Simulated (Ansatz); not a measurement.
# HfN: the cost of one run

Computed with Ansatz 0.2.0 (DFT PBE, scalar-relativistic, plane waves, PAW, unless a step's input says otherwise).

## Step 1: The structure to begin with

Symmetry: Fm-3m, No. 225, cubic system. Conventional cell: a = 4.512 Å, b = 4.512 Å, c = 4.512 Å, α = 90.00°, β = 90.00°, γ = 90.00°. Hf (site symmetry m-3m) is surrounded by 6 N at 2.26 Å. N (site symmetry m-3m) is surrounded by 6 Hf at 2.26 Å.

As a file:

```
Hf N
1.0
     0.00000    2.25600    2.25600
     2.25600    0.00000    2.25600
     2.25600    2.25600    0.00000
Hf N
1 1
Direct
  0.00000 0.00000 0.00000
  0.50000 0.50000 0.50000
```

The structure comes from the Crystallography Open Database.

## Step 2: Self-consistent density

Input file input.yaml:

```yaml
crystal:
  lattice:
    - [0.0, 2.256, 2.256]
    - [2.256, 0.0, 2.256]
    - [2.256, 2.256, 0.0]
  atoms:
    - { symbol: Hf, position: [0.0, 0.0, 0.0] }
    - { symbol: "N", position: [0.5, 0.5, 0.5] }
basis:
  ecutwfc: 420
  fft_grid_basis: typed
kpoints:
  mp_grid: { grid: [12, 12, 12] }
hamiltonian:
  xc: pbe
scf:
  occupations: { method: gaussian, width: 0.05 }
output:
  forces: true
  stress: true
  eigenvalues: true
  bader: true
  write_density: true
  volumetric_format: npy
  elf: true
```

Started as:

```sh
ansatz run input.yaml --threads 2 --pin off --max-ram 4096MiB --backend cpu --events-out ev --progress --plain --runs-dir out
```

What time and memory should one allow on 2 threads of Intel Xeon 6975P-C (Granite Rapids), shared host?

About 4.1 s, with a peak of 0.39 GiB.
